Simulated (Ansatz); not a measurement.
# ZnSe (Stilleite): the cost of one run

Program: Ansatz 0.2.0. Linear response, PAW datasets, plane waves. Spin-unpolarised throughout; all numbers are computed.

## (1) The structure to begin with

The cell was relaxed beforehand with PBEsol.

Space group F-43m (No. 216), cubic; conventional cell a = 5.634 Å, 22.35 Å³ an atom. Zn has 4 Se at 2.44 Å; Se has 4 Zn at 2.44 Å.

As a file:

```cif
data_structure
_symmetry_space_group_name_H-M 'F-43m'
_symmetry_Int_Tables_number 216
_cell_length_a 5.6336
_cell_length_b 5.6336
_cell_length_c 5.6336
_cell_angle_alpha 90.000
_cell_angle_beta 90.000
_cell_angle_gamma 90.000
_cell_volume 178.79
loop_
_atom_site_label
_atom_site_type_symbol
_atom_site_symmetry_multiplicity
_atom_site_Wyckoff_symbol
_atom_site_fract_x
_atom_site_fract_y
_atom_site_fract_z
_atom_site_occupancy
Zn1 Zn 4 a 0.00000 0.00000 0.00000 1
Se1 Se 4 d 0.25000 0.25000 0.75000 1
```

## (2) Phonons at Γ with PBEsol

input.yaml reads:

```yaml
crystal:
  lattice:
    - [0.0, 2.816792667, 2.816792667]
    - [2.816792667, 0.0, 2.816792667]
    - [2.816792667, 2.816792667, 0.0]
  atoms:
    - { symbol: Zn, position: [0.0, 0.0, 0.0] }
    - { symbol: Se, position: [0.25, 0.25, 0.25] }
kpoints:
  mp_grid: { grid: [6, 6, 6] }
hamiltonian:
  xc: pbesol
scf:
  occupations: { method: fixed }
phonons:
  method: dfpt
  dielectric: true
  qpoints: [[0, 0, 0]]
  rigid_motions: translations
```

Command:

```console
ansatz run input.yaml --threads 2 --pin off --max-ram 4608MiB --backend cpu --events-out ev --progress --plain --runs-dir out
```

**Question.** How long does this run take on 2 threads of Intel Xeon 6975P-C (Granite Rapids), shared host, and how much memory does it need?

About 14 s, with a peak of 0.65 GiB.
